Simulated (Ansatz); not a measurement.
TiTe:

```xyz
2
Lattice="0.0000 3.3106 3.3106 3.3106 0.0000 3.3106 3.3106 3.3106 0.0000" Properties=species:S:1:pos:R:3 pbc="T T T"
Ti    0.0000    0.0000    0.0000
Te    1.6553    1.6553    1.6553
```

The cell comes from a database or a generator and needn't be the stable form of this composition.

Base run:

```yaml
Program: Ansatz 0.2.0
Functional: r2SCAN
Potentials_or_basis: Ansatz PAW
Cutoff: 500 eV
Density_cutoff: 2000 eV
k_mesh: 7 × 7 × 7
Occupations: fermi-dirac, width 0.05 eV
Spin: no spin polarisation
Hubbard_terms: Ti d U = 4 eV
```

Its results: band gap on the k mesh none (metal or under the smearing width); pressure -4.7 GPa.

The run is repeated on the same cell with these changes: hubbard terms from Ti d U = 4 eV to Ti d U = 8 eV. What comes out?

Band gap on the k mesh none (metal or under the smearing width); pressure -3.5 GPa.

Caveats: U without spin polarisation on a metal has little footing; the PAW data sets come from PBE, with cores solved anew for the run's functional, which leaves a small shift of forces and pressure; the U is typed as a test and isn't derived for this compound; the density of states is complete only up to the lowest level of the last band computed.

Not every run made on this cell is shown here.
